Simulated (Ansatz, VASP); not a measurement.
## Two plane-wave programs on WS3

```
CELL_PARAMETERS angstrom
4.68101 0.00000 0.00000
0.00000 4.68101 0.00000
0.00000 0.00000 4.68101
ATOMIC_POSITIONS crystal
W 0.00000 0.00000 0.00000
S 0.00000 0.50000 0.00000
S 0.50000 0.00000 0.00000
S 0.00000 0.00000 0.50000
```

Alike in both runs: task relaxation of cell and atoms; functional PBE; k mesh 10 × 10 × 10; occupations gaussian, width 0.1 eV; no spin polarisation.

|  | VASP | Ansatz |
| --- | --- | --- |
| version | VASP 6.6.1 | Ansatz 0.2.0 |
| potentials or method | VASP PAW PBE potentials, release 64 (W_sv, S) | scalar-relativistic, plane waves, PAW |
| plane-wave cutoff (eV) | 600 | 420 |
| valence electrons in the cell | 32 | 32 |

|  | VASP | Ansatz | Ansatz less VASP |
| --- | --- | --- | --- |
| gap on the k mesh at the Fermi level, each at its own relaxed structure (eV) | none | none | - |
| relaxed volume (Å³/atom) | 25.66 | 25.67 | +0.009 |
| relaxed cell length with the largest relative difference (Å) | 4.682 | 4.683 | +0.0005 |

A gap of «none» marks a metal or a gap that the smearing closes.

Spin-orbit coupling is left out, which matters for the levels of W.
